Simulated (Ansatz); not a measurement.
# Ti3Al: the cost of one run

Method: DFT PBE, scalar-relativistic, plane waves, PAW, in Ansatz 0.2.0.

4 further runs of the same task are left out: 4 set aside as unsound or not needed.

### 1 Starting point

It takes space group P-6m2 (No. 187, hexagonal). Conventional cell: a = 2.839 Å, b = 2.839 Å, c = 8.946 Å, α = 90.00°, β = 90.00°, γ = 120.00°. Ti (site symmetry -6m2) has 12 Ti at 2.77 to 2.84 Å as nearest neighbours. Ti (site symmetry 3m) is surrounded by 9 Ti at 2.77 to 2.84 Å and 3 Al at 2.78 Å. Al (site symmetry -6m2) is surrounded by 6 Ti at 2.78 Å and 6 Al at 2.84 Å.

Coordinates:

```xyz
4
Lattice="2.8390 0.0000 0.0000 -1.4195 2.4587 0.0000 0.0000 0.0000 8.9457" Properties=species:S:1:pos:R:3 pbc="T T T"
Ti    1.4195    0.8196    0.0000
Ti    0.0000    1.6391    6.7134
Ti    0.0000    1.6391    2.2323
Al    1.4195    0.8196    4.4729
```

### 2 Volume 15.611 Å³ an atom, total moment held at 0.500 muB a cell

input.yaml reads:

```yaml
crystal:
  lattice:
    - [2.839041172, 0.0, 0.0]
    - [-1.419520586, 2.4586817773, 0.0]
    - [0.0, 0.0, 8.9457488624]
  atoms:
    - { symbol: Ti, position: [0.6666666667, 0.3333333333, 0.0], spin: 0.167 }
    - { symbol: Ti, position: [0.3333333333, 0.6666666667, 0.7504575714], spin: 0.167 }
    - { symbol: Ti, position: [0.3333333333, 0.6666666667, 0.2495424286], spin: 0.167 }
    - { symbol: Al, position: [0.6666666667, 0.3333333333, 0.5] }
basis:
  ecutwfc: 520.0
kpoints:
  mp_grid: { grid: [18, 18, 6] }
hamiltonian:
  xc: pbe
  pseudopotentials: { kind: paw, azcp: { folder: soft_1 } }
scf:
  occupations: { method: gaussian, width: 0.15 }
  lower_state_search: "off"
output:
  forces: true
  stress: true
  eigenvalues: true
  populations: true
magnetization:
  spin_polarized: true
  initial_magnetization: 0.5
  spin_locking: { lock_magnetization: hard }
```

Launch:

```sh
$ ansatz run input.yaml --threads 4 --pin off --max-ram 8192MiB --backend cpu --events-out ev --progress --plain --runs-dir out
```

**Question.** How long does this run take on 4 threads of Intel Xeon Platinum 8375C at 2.90GHz (Ice Lake), shared host, and how much memory does it need?

About 33 s, with a peak of 0.77 GiB.
